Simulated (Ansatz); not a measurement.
Crystal: Ga2O3.

```xyz
10
Lattice="6.1070 -1.5186 0.0000 6.1070 1.5186 0.0000 -1.3860 0.0000 5.6300" Properties=species:S:1:pos:R:3 pbc="T T T"
Ga    3.2184    0.0000    3.8621
Ga    7.6096    0.0000    1.7679
Ga   10.8240    0.0000    1.1564
Ga    0.0041    0.0000    4.4736
O     5.1267    0.0000    4.1853
O     5.7013    0.0000    1.4447
O     9.4919    0.0000    2.4592
O     1.3361    0.0000    3.1708
O     8.9710    0.0000    5.0118
O     1.8570    0.0000    0.6182
```

- Program: Ansatz 0.2.0
- Task: relaxation of cell and atoms
- Functional: RPBE
- Dispersion: D4
- Potentials or basis: Ansatz PAW
- Cutoff: 420 eV (not typed: the program's choice for these potentials)
- k mesh: 9 × 9 × 5
- Occupations: fermi-dirac, width 0.05 eV
- Spin: no spin polarisation

At the start: volume 10.44 Å³/atom.

Question: Where does the relaxation end?

Answer: It ends after 9 steps and the volume is 10.58 Å³/atom (+1.3 %); space group C2/m (No. 12, to 0.05 Å).

The path:
```csv
step,energy change (eV),largest force (eV/Å),volume (Å³)
1,0.0000,0.2928,104.42
2,-0.0248,0.1409,105.15
3,-0.0299,0.0395,105.78
4,-0.0307,0.0240,105.71
5,-0.0307,0.0158,105.73
6,-0.0307,0.0014,105.74
7,-0.0365,0.0010,105.74
8,-0.0363,0.0007,105.79
9,-0.0365,0.0007,105.79
```

Final structure:
```
CELL_PARAMETERS angstrom
6.11241 -1.52822 0.00070
6.11241 1.52822 0.00070
-1.38658 0.00000 5.66248
ATOMIC_POSITIONS crystal
Ga 0.34067 0.34067 0.68738
Ga 0.65933 0.65933 0.31262
Ga 0.90848 0.90848 0.20387
Ga 0.09152 0.09152 0.79613
O 0.50374 0.50374 0.74702
O 0.49626 0.49626 0.25298
O 0.82798 0.82798 0.43982
O 0.17202 0.17202 0.56018
O 0.83079 0.83079 0.89107
O 0.16921 0.16921 0.10893
```

Caveat: the plane-wave basis is chosen anew once the cell has moved, so the energies of steps on either side of that aren't comparable; the pressure holds a Pulay correction of +0.7 GPa for the finite cutoff; the PAW data sets come from PBE, with cores solved anew for the run's functional, which leaves a small shift of forces and pressure.
